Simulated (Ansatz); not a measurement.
All numbers below come from Ansatz 0.2.0, DFT PBE, scalar-relativistic, plane waves, PAW. All cells share a 420 eV cutoff and Γ-centred k meshes spaced at most about 0.3 Å⁻¹ (about 0.25 or finer for metals, 2π included). No spin polarisation.

Each guess is relaxed in cell and atoms at zero pressure, on a coarse mesh first where it starts far from rest and then on a converged one. The steps can't lower the symmetry of the start, but it can rise. Energies are static (0 K, no zero-point motion).

Two unrelaxed guesses for Si4Ge:

A.

Space group I4/mmm (No. 139). a = 2.829 Å, b = 2.829 Å, c = 20.006 Å, α = 90.00°, β = 90.00°, γ = 90.00°
```csv
atom,site,symmetry,x,y,z
Si,4e,4mm,0.5000,0.5000,0.1000
Si,4e,4mm,0.0000,0.0000,0.2000
Ge,2a,4/mmm,0.0000,0.0000,0.0000
```

B.

Space group I4/m (No. 87). a = 6.326 Å, b = 6.326 Å, c = 4.001 Å, α = 90.00°, β = 90.00°, γ = 90.00°
```csv
atom,site,symmetry,x,y,z
Si,8h,m..,0.1000,0.7000,0.5000
Ge,2a,4/m..,0.0000,0.0000,0.0000
```

Problem. Where do they end, and which end is lower?

Solution. B ends lower, by 57 meV/atom. A: I4/mmm at 16.0 Å³/atom → I4/mmm at 15.7 Å³/atom; B: I4/m at 16.0 Å³/atom → I4/m at 16.0 Å³/atom. Counting Si atoms around Ge (those within 1.25 times the shortest such distance or 1.15 times the sum of covalent radii; a plus sign parts nearer from farther groups; the shortest distance is added where it is long for a bond), the end of A has Ge 8 from 3.1 Å and the end of B has Ge 4+8 from 2.7 Å. End of A. Conventional cell: a = 2.729 Å, c = 21.020 Å. Around Si on its first site lie 12 Si at 2.71–2.73 Å; around Si on its second site lie 8 Si at 2.72–2.73 Å and 4 Ge at 3.07 Å; around Ge lie 4 Ge at 2.73 Å and 8 Si at 3.07 Å. End of B. Conventional cell: a = 7.008 Å, c = 3.252 Å. Si is surrounded by 6 Si at 2.61–2.64 Å, 1 Ge at 2.74 Å, 1 Si at 2.88 Å, 2 Ge at 3.09 Å and 2 Si at 3.25 Å; around Ge lie 4 Si at 2.74 Å, 8 Si at 3.09 Å and 2 Ge at 3.25 Å.

Ends held by symmetry can be saddle points. Neither end is the lowest form computed: that has Si and Ge ordered on diamond sites, space group I4_1/a (No. 88) and lies 0.45 eV/atom below the better end. Even the lowest of the cells shown lies +0.46 eV/atom against the elements. Some structure types and database cells were kept out of the candidates from the start, so a known form may be missing.
